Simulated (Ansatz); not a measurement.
NaF: pressure series

Take NaF in the rock salt structure (space group Fm-3m, No. 225; a = 4.701 Å) as the base.

Cell and atoms are relaxed at each pressure.

The values are results of Kohn–Sham DFT with the PBE functional, run in Ansatz (an electronic-structure program) with PAW and 420 eV plane waves, no spin-orbit coupling, not measurements.

```json
[
 {"case": "base", "shortest interatomic distance": "2.351 Å", "electron mass": "0.56 mₑ (at Γ)", "density": "2.68 g/cm³"},
 {"case": "pressure −2 GPa", "shortest interatomic distance": "2.390 Å", "electron mass": "0.57 mₑ (at Γ)", "density": "2.55 g/cm³"},
 {"case": "pressure −1 GPa", "shortest interatomic distance": "2.369 Å", "electron mass": "0.57 mₑ (at Γ)", "density": "2.62 g/cm³"},
 {"case": "pressure 0.3 GPa", "shortest interatomic distance": "2.346 Å", "electron mass": "0.56 mₑ (at Γ)", "density": "2.70 g/cm³"},
 {"case": "pressure 0.7 GPa", "shortest interatomic distance": "2.339 Å", "electron mass": "0.56 mₑ (at Γ)", "density": "2.72 g/cm³"},
 {"case": "pressure 1.5 GPa", "shortest interatomic distance": "2.326 Å", "electron mass": "0.56 mₑ (at Γ)", "density": "2.77 g/cm³"},
 {"case": "pressure 3 GPa", "shortest interatomic distance": "2.305 Å", "electron mass": "0.56 mₑ (at Γ)", "density": "2.85 g/cm³"},
 {"case": "pressure 5 GPa", "shortest interatomic distance": "2.281 Å", "electron mass": "0.56 mₑ (at Γ)", "density": "2.94 g/cm³"},
 {"case": "pressure 7.5 GPa", "shortest interatomic distance": "2.254 Å", "electron mass": "0.56 mₑ (at Γ)", "density": "3.04 g/cm³"},
 {"case": "pressure 10 GPa", "shortest interatomic distance": "2.231 Å", "electron mass": "0.56 mₑ (at Γ)", "density": "3.14 g/cm³"}
]
```

The levels and masses belong to the bands next to the band gap. Load acts through the strain it causes; cell and atoms are relaxed under it. Effective masses come from finite differences of ±0.01 Å⁻¹. Whether these cells are dynamically stable was not tested. No other phases were tried under pressure.
